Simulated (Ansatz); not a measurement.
# Ru (Ru, fcc): the cost of one run

Program: Ansatz 0.2.0. Level of theory: DFT m-r2SCAN, plane waves (500 eV) with PAW, scalar-relativistic; PBE-made PAW files; m-r²SCAN is r²SCAN on the gauge-invariant kinetic-energy density. These are calculated values, not measurements.

## (1) The starting structure

The structure is cubic, space group Fm-3m (No. 225). The conventional cell has a = 3.785 Å, b = 3.785 Å, c = 3.785 Å, α = 90.00°, β = 90.00°, γ = 90.00°. Ru (site symmetry m-3m) is surrounded by 12 Ru at 2.68 Å.

As a file:

```cif
data_structure
_symmetry_space_group_name_H-M 'Fm-3m'
_symmetry_Int_Tables_number 225
_cell_length_a 3.7849
_cell_length_b 3.7849
_cell_length_c 3.7849
_cell_angle_alpha 90.000
_cell_angle_beta 90.000
_cell_angle_gamma 90.000
_cell_volume 54.22
loop_
_atom_site_label
_atom_site_type_symbol
_atom_site_symmetry_multiplicity
_atom_site_Wyckoff_symbol
_atom_site_fract_x
_atom_site_fract_y
_atom_site_fract_z
_atom_site_occupancy
Ru1 Ru 4 a 0.00000 0.00000 0.00000 1
```

Starting moments (μB): +1.

## (2) Geometry optimisation

input.yaml

```yaml
crystal:
  lattice:
    - [0.0, 1.8924348942, 1.8924348942]
    - [1.8924348942, 0.0, 1.8924348942]
    - [1.8924348942, 1.8924348942, 0.0]
  atoms:
    - { symbol: Ru, position: [0.0, 0.0, 0.0], spin: 1.0 }
hamiltonian:
  xc: mr2scan
  pseudopotentials:
    kind: paw
    azcp:
      Ru: "pseudopotentials/Ru.paw.azcp"
basis:
  ecutwfc: 500
  fft_grid_basis: typed
kpoints:
  mp_grid: { grid: [14, 14, 14], shift: [0, 0, 0] }
magnetization:
  spin_polarized: true
scf:
  occupations: { method: fermi_dirac, width: 0.05 }
relax:
  max_steps: 60
  f_tol: 0.01
  cell: {}
```

Command:

```console
$ ansatz run input.yaml --threads 2 --pin off --max-ram 6144MiB --backend cpu --events-out ev --progress --plain --runs-dir out
```

Q: Estimate wall time and peak memory on 2 threads of Intel Xeon 6975P-C (Granite Rapids), shared host.

About 9.3 s, with a peak of 0.36 GiB.
